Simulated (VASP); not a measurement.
Os: band structure with revTPSS

The system is Os.

```
CELL_PARAMETERS angstrom
2.73410 0.00000 0.00000
-1.36705 2.36780 0.00000
0.00000 0.00000 4.31970
ATOMIC_POSITIONS crystal
Os 0.66667 0.33333 0.75000
Os 0.33333 0.66667 0.25000
```

```yaml
Program: VASP 6.6.1
Task: band structure
Functional: revTPSS
Potentials_or_basis: VASP PAW PBE potentials, release 64 (Os)
Cutoff: 520 eV
k_mesh: 11 × 11 × 6
Occupations: fermi-dirac, width 0.05 eV
Spin: no spin polarisation
Further_INCAR_settings: ALGO = Normal; EDIFF = 1e-06; NBANDS = 15
```

```
Pressure                : -3.8 GPa
Band gap along the path : none (metal or under the smearing width)
```

Stress tensor (GPa, compression positive):
```
-3.98  0.00  0.00
 0.00 -3.98  0.00
 0.00  0.00 -3.58
```

Levels at the corners of the path, in eV from the Fermi level:
| point | band 5 | band 6 | band 7 | band 8 | band 9 | band 10 | band 11 | band 12 |
| --- | --- | --- | --- | --- | --- | --- | --- | --- |
| Γ | -2.76 | -2.17 | -2.17 | -1.52 | -1.52 | 0.04 | 1.73 | 1.73 |
| M | -2.88 | -2.54 | -1.83 | 2.10 | 2.66 | 2.77 | 4.49 | 5.81 |
| M | -2.88 | -2.54 | -1.83 | 2.10 | 2.66 | 2.77 | 4.49 | 5.81 |
| K | -3.41 | -3.41 | -1.29 | 1.54 | 1.54 | 2.11 | 5.53 | 5.53 |
| K | -3.41 | -3.41 | -1.29 | 1.54 | 1.54 | 2.11 | 5.53 | 5.53 |
| Γ | -2.76 | -2.17 | -2.17 | -1.52 | -1.52 | 0.04 | 1.73 | 1.73 |
| Γ | -2.76 | -2.17 | -2.17 | -1.52 | -1.52 | 0.04 | 1.73 | 1.73 |
| A | -3.22 | -3.22 | -3.22 | -3.22 | 0.94 | 0.94 | 0.94 | 0.94 |
| A | -3.22 | -3.22 | -3.22 | -3.22 | 0.94 | 0.94 | 0.94 | 0.94 |
| L | -1.17 | -1.17 | -0.12 | -0.12 | 2.43 | 2.43 | 3.36 | 3.36 |
| L | -1.17 | -1.17 | -0.12 | -0.12 | 2.43 | 2.43 | 3.36 | 3.36 |
| H | -3.40 | -3.40 | -1.32 | -1.32 | 1.69 | 1.69 | 8.42 | 8.42 |
| H | -3.40 | -3.40 | -1.32 | -1.32 | 1.69 | 1.69 | 8.42 | 8.42 |
| A | -3.22 | -3.22 | -3.22 | -3.22 | 0.94 | 0.94 | 0.94 | 0.94 |
| L | -1.17 | -1.17 | -0.12 | -0.12 | 2.43 | 2.43 | 3.36 | 3.36 |
| M | -2.88 | -2.54 | -1.83 | 2.10 | 2.66 | 2.77 | 4.49 | 5.81 |
| K | -3.41 | -3.41 | -1.29 | 1.54 | 1.54 | 2.11 | 5.53 | 5.53 |
| H | -3.40 | -3.40 | -1.32 | -1.32 | 1.69 | 1.69 | 8.42 | 8.42 |

It took 110 s on 1 thread of Intel(R) Xeon(R) Platinum 8488C (Sapphire Rapids) (shared host), peak memory 0.17 GiB.

Caveat: the PAW data sets were made with another functional, which shifts forces and pressure a little; spin-orbit coupling is left out, which moves the levels of the heavy elements.
